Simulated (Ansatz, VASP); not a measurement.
**Two plane-wave programs on W**

The input INCAR:

```
PREC = Accurate
ENCUT = 520
EDIFF = 1E-7
ISMEAR = 0
SIGMA = 0.05
LREAL = False
LASPH = True
NELM = 100
ALGO = Normal
ISIF = 2
LWAVE = False
LCHARG = False
GGA = PS
NBANDS = 36
```

The input KPOINTS:

```
Automatic mesh
0
Gamma
  8 5 5
```

The input POSCAR:

```
W
1.0
    2.8096620000      0.0000000000      0.0000000000
    0.0000000000      4.8638700000      0.0000000000
    0.0000000000      0.0000000000      4.9236950000
W
4
Direct
    0.7931720000      0.5631570000      0.2500000000
    0.2068280000      0.0631570000      0.2500000000
    0.2068280000      0.4368430000      0.7500000000
    0.7931720000      0.9368430000      0.7500000000
```

Input for Ansatz:

```yaml
crystal:
  lattice:
    - [2.809662, 0.0, 0.0]
    - [0.0, 4.86387, 0.0]
    - [0.0, 0.0, 4.923695]
  atoms:
    - { symbol: W, position: [0.793172, 0.563157, 0.25] }
    - { symbol: W, position: [0.206828, 0.063157, 0.25] }
    - { symbol: W, position: [0.206828, 0.436843, 0.75] }
    - { symbol: W, position: [0.793172, 0.936843, 0.75] }
basis:
  ecutwfc: 550.0
kpoints:
  mp_grid:
    grid: [8, 5, 5]
hamiltonian:
  xc: pbesol
scf:
  occupations:
    method: gaussian
    width: 0.05
output:
  stress: true
```

This isn't the form of W at room conditions, which is bcc.

Alike in both runs: task single point; functional PBEsol; k mesh 8 × 5 × 5; occupations gaussian, width 0.05 eV; no spin polarisation.

|  | VASP | Ansatz |
| --- | --- | --- |
| version | VASP 6.6.1 | Ansatz 0.2.0 |
| potentials or method | VASP PAW PBE potentials, release 64 (W_sv) | plane waves, PAW |
| plane-wave cutoff (eV) | 520 | 550 |
| valence electrons in the cell | 56 | 56 |

Ansatz gave:

```
pressure (GPa)                                  : -10.9
largest component of the traceless stress (GPa) : 1.41
```

Question: Which values does VASP return?

Answer: Pressure (GPa): -10.4; largest component of the traceless stress (GPa): 1.52.

With one functional, cell and mesh, what is left measures potentials, basis and numerics.

Caveats: the PAW data sets were made with another functional, which shifts forces and pressure a little (VASP). Spin-orbit coupling is left out, which matters for the levels of W.
